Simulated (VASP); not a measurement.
A run of VASP 6.6.1:

File INCAR:

```
  PREC = Accurate
  ENCUT = 520
  EDIFF = 1E-7
  ISMEAR = 0
  SIGMA = 0.02
  LREAL = F
  LASPH = T
  NELM = 60
  ALGO = Normal
  ISIF = 3
  LWAVE = F
  LCHARG = F
  GGA = PE
  IBRION = 2
  NSW = 80
  EDIFFG = -0.15
  KPAR = 4
```

File KPOINTS:

```
Automatic mesh
0
Gamma
  12 12 6
```

File POSCAR:

```
AlN
1.0
    3.1130000000      0.0000000000      0.0000000000
   -1.5565000000      2.6959370800      0.0000000000
    0.0000000000      0.0000000000      4.9810000000
Al N
2 2
Direct
    0.3333333300      0.6666666700      0.0000000000
    0.6666666700      0.3333333300      0.5000000000
    0.3333333300      0.6666666700      0.3800000000
    0.6666666700      0.3333333300      0.8800000000
```

Potentials or basis: VASP PAW PBE potentials, release 64 (Al, N).

Launch:

```console
$ cat potpaw_PBE.64/Al/POTCAR potpaw_PBE.64/N/POTCAR > POTCAR
$ mpirun -np 4 vasp_std > vasp.out
```

Hardware: 4 MPI ranks on Intel(R) Xeon(R) Platinum 8488C (Sapphire Rapids), on a shared host.

Problem. Estimate the wall time of this run.

Solution. Run time: 12 s on 4 MPI ranks on Intel(R) Xeon(R) Platinum 8488C (Sapphire Rapids), on a shared host, peak memory 0.16 GiB a rank. Counts: scf iterations 29, k points 76, ion steps 3.
